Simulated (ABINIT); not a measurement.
# Ti in ABINIT: the effect of smearing

Crystal: Ti.

```xyz
1
Lattice="-1.6410 1.6410 1.6410 1.6410 -1.6410 1.6410 1.6410 1.6410 -1.6410" Properties=species:S:1:pos:R:3 pbc="T T T"
Ti    0.0000    0.0000    0.0000
```

This isn't the form of Ti at room conditions, which is hcp.

Alike in all runs:

| Property | Result |
| --- | --- |
| Program | ABINIT 10.8.3 (patched build) |
| Task | single point |
| Functional | PBE |
| Potentials or basis | JTH PAW PBE v2.0 |
| Cutoff | 408 eV |
| k mesh | 11 × 11 × 11 |
| Spin | no spin polarisation |

One run gave: pressure -0.8 GPa. Which smearing did it use?
A. cold
B. gaussian
C. fermi-dirac
D. methfessel-paxton
E. cold-b

C.

| smearing | occupations | pressure (GPa) |
| --- | --- | --- |
| fermi-dirac | fermi-dirac, width 0.2 eV | -0.8 |
| gaussian | gaussian, width 0.2 eV | -2.1 |
| cold | cold (ABINIT), width 0.2 eV | -2.4 |
| cold-b | cold-b (ABINIT), width 0.2 eV | -2.4 |
| methfessel-paxton | methfessel-paxton, width 0.2 eV | -2.4 |
